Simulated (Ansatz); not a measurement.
**Nuclear-site quantities of Mg2Sn as the cell is scaled**

```
CELL_PARAMETERS angstrom
0.00000 3.37950 3.37950
3.37950 0.00000 3.37950
3.37950 3.37950 0.00000
ATOMIC_POSITIONS crystal
Mg 0.25000 0.25000 0.25000
Mg 0.75000 0.75000 0.75000
Sn 0.00000 0.00000 0.00000
```

Atom numbers follow the list: Mg1, Mg2, Sn3.

Conventional cell: a = 6.759 Å, b = 6.759 Å, c = 6.759 Å, α = 90.00°, β = 90.00°, γ = 90.00°. Around Mg (atom 1) lie 4 Sn at 2.93 Å. Sn (atom 3) is surrounded by 8 Mg at 2.93 Å.

The cell is COD entry 1537878, as deposited and not checked against the literature; nothing was relaxed.

Spin–orbit coupling is left out, though it moves levels of the heavy atoms by tenths of an eV or more.

The calculation used DFT, LDA, all-electron PAW with datasets made for the crystal, scalar-relativistic in Ansatz 0.2.0.

Sampling and basis: a Γ-centred 11×11×11 k mesh, Fermi–Dirac smearing of 0.08 eV, cutoff 240 eV (chosen by the program for this cell), no spin polarisation.

The contact density is the mean electron density over the nuclear volume; its changes set Mössbauer isomer shifts. Changes below are taken from the unscaled cell, where it is 7720.89 e/Å³ at Mg1, 1.23132e+06 e/Å³ at Sn3.

The datasets are made afresh for each cell, so very small changes are uncertain.

Question: Does compression raise or lower the contact density at Sn3?

Answer: It lowers it, by 5.85 e/Å³ over the whole range.

Question: Tabulate the changes with volume.

Answer: 
```tsv
V/V(cell)	P (GPa)	Δρ(0) Mg1 (e/Å³)	Δρ(0) Sn3 (e/Å³)
0.9400	1.0	-0.04	-2.59
0.9600	-0.1	-0.03	-1.82
0.9800	-1.0	-0.02	-0.94
0.9900	-1.4	-0.01	-0.48
1.0000	-1.8	0.00	0.00
1.0100	-2.2	0.01	0.50
1.0200	-2.5	0.02	1.02
1.0400	-3.2	0.05	2.11
1.0600	-3.8	0.08	3.26
```
